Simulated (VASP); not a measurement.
A run of VASP 6.6.1:

Contents of INCAR:

```
  PREC = Accurate
  ENCUT = 600
  EDIFF = 1E-6
  ISMEAR = 0
  SIGMA = 0.05
  LREAL = False
  LASPH = True
  NELM = 80
  ALGO = Normal
  ISIF = 3
  LWAVE = False
  LCHARG = False
  GGA = PE
  IBRION = 2
  NSW = 60
  EDIFFG = -0.005
```

KPOINTS

```
Automatic mesh
0
Gamma
  6 6 6
```

The input POSCAR:

```
Sb
1.0
    4.5784500000      0.0000000000      0.0000000000
    0.0000000000      4.5784500000      0.0000000000
    0.0000000000      0.0000000000      4.5784500000
Sb
3
Direct
    0.5000000000      0.5000000000      0.0000000000
    0.5000000000      0.0000000000      0.5000000000
    0.0000000000      0.5000000000      0.5000000000
```

Potentials or basis: VASP PAW PBE potentials, release 64 (Sb).

Command:

```bash
$ cat potpaw_PBE.64/Sb/POTCAR > POTCAR
$ mpirun -np 1 vasp_std > vasp.out
```

Hardware: 1 thread of AMD EPYC 7R43 64-Core Processor (Zen 3), on a shared host.

Problem. How long does it take, and how much memory?

Solution. It took 58 s on 1 thread of AMD EPYC 7R43 64-Core Processor (Zen 3) (shared host), peak memory 0.21 GiB. Counts: scf iterations 16, k points 20, ion steps 2.
